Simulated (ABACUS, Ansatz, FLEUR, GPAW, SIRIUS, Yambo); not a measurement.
# BN: band gap by level of theory

Symmetry: F-43m, No. 216, cubic system. The conventional cell has a = 3.626 Å, b = 3.626 Å, c = 3.626 Å, α = 90.00°, β = 90.00°, γ = 90.00°. N (site symmetry -43m) is surrounded by 4 B at 1.57 Å. Around B (site symmetry -43m) lie 4 N at 1.57 Å.

```tsv
rung	level	program and potentials	cutoff (eV)	k mesh	task	core time	chip	band gap (eV)	miss (eV)	notes
Hartree-Fock	Hartree-Fock on LDA	Yambo, PseudoDojo 0.4.1 SR LDA standard	1143	6 × 6 × 6	Hartree-Fock levels	2.2 s	Intel Xeon 6975P-C Granite Rapids	13.41	+7.01	coarse mesh
GGA	PBEsol	Ansatz, PAW datasets made for the crystal	520	10 × 10 × 10	single point	3 s	Arm Neoverse V2	4.28	-2.12	mesh may miss the edge
Hartree-Fock	Hartree-Fock on PBEsol	Yambo, PseudoDojo 0.4.1 SR PBEsol standard	1143	6 × 6 × 6	Hartree-Fock levels	3.4 s	AMD EPYC 7R43 Zen 3	13.24	+6.84	coarse mesh
GGA	PBE	ABACUS, GBRV ultrasoft 1.5 PBE, plane waves	544	10 × 10 × 10	single point	4 s	Intel Xeon 6975P-C Granite Rapids	4.46	-1.94	mesh may miss the edge
meta-GGA	SCAN	GPAW, GPAW PAW data sets (gpaw-data 1.2.1)	680	8 × 8 × 8	electron localisation function	10 s	Intel Xeon Platinum 8375C Ice Lake	4.95	-1.45	coarse mesh; potentials made for PBE; mesh may miss the edge
GGA	PBEsol	SIRIUS, PseudoDojo 0.4.1 PBE standard (scalar relativistic)	1152	13 × 13 × 13	band structure	13 s	Intel Xeon 6975P-C Granite Rapids	4.30	-2.10	potentials made for PBE; from the band path
GGA	PBEsol	FLEUR, all-electron, FLAPW	-	13 × 13 × 13	band structure	30 s	Arm Neoverse V2	(a)	?	from the band path
LDA	LDA	FLEUR, all-electron, FLAPW	-	13 × 13 × 13	band structure	61 s	Intel Xeon Skylake/Cascade Lake	4.34	-2.06	from the band path
```

Times are single runs on shared hosts and different chips, so they are rough; meshes, cutoffs and the tasks' sizes weigh on the time. All rows: no spin polarisation. Gaps are the least found on the k mesh or the band path, and a mesh can miss the band edges. Meshes differ between rows, which moves values too. All levels ran on this one cell, unrelaxed unless noted. Meshes are those of the run's cell of 2 atoms unless a note names another. Misses use the values as printed. Runs on faulty files, with rough fits or with known faults for this quantity aren't shown. No row holds spin-orbit coupling.

Measured: 6.4 eV at 300 K (a printed reference work). The runs are for a static lattice.

Q: Estimate the value left out from the other rows.

A: (a) 4.27 eV, miss -2.13.
